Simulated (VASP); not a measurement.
A run of VASP 6.6.1 is set up as follows.

The input INCAR:

```
ALGO     = Normal         # electronic algorithm
EDIFF    = 1E-6           # SCF threshold, eV
EDIFFG   = -0.01          # ionic threshold
ENCUT    = 600            # plane-wave cutoff, eV
GGA      = PS             # functional
IBRION   = 2              # ionic algorithm
ISIF     = 3              # what is computed and relaxed
ISMEAR   = 0              # smearing method
LASPH    = True           # aspherical terms in the spheres
LATTICE_CONSTRAINTS= .FALSE. .FALSE. .TRUE.
LCHARG   = False          # write CHGCAR
LREAL    = False          # projectors in reciprocal space
LWAVE    = False          # write WAVECAR
NELM     = 80             # most SCF steps
NSW      = 90             # ionic steps
PREC     = Accurate       # precision mode
SIGMA    = 0.03           # smearing width, eV
```

The input KPOINTS:

```
k-points
0
Gamma
  14 14 14
```

The input POSCAR:

```
CdSe
1.0
    4.1261589900      0.0000000000      0.0000000000
    0.0000000000      5.8352700000      0.0000000000
    2.0630794900     -2.9176350000      2.2683976200
Cd Se
1 1
Direct
    0.0000000000      0.0000000000      0.0000000000
    0.5000000000      0.7500000000      0.0000000000
```

Potentials or basis: VASP PAW PBE potentials, release 64 (Cd, Se).

Command:

```sh
$ cat potpaw_PBE.64/Cd/POTCAR potpaw_PBE.64/Se/POTCAR > POTCAR
$ mpirun -np 1 vasp_std > vasp.out
```

**Question.** What does it give for the band gap on the k mesh?

**Answer.** 0.35 eV, direct.

**Question.** Estimate the relaxed volume.

**Answer.** 27.13 Å³/atom.

Forces in eV/Å, atoms in the order of the input:
```
Cd   0.000 -0.005  0.000
Se   0.000  0.005  0.000
```

Caveat: the PAW data sets were made with another functional, which shifts forces and pressure a little. Expect the measured gap to be larger: semilocal functionals such as PBEsol lack the derivative discontinuity.
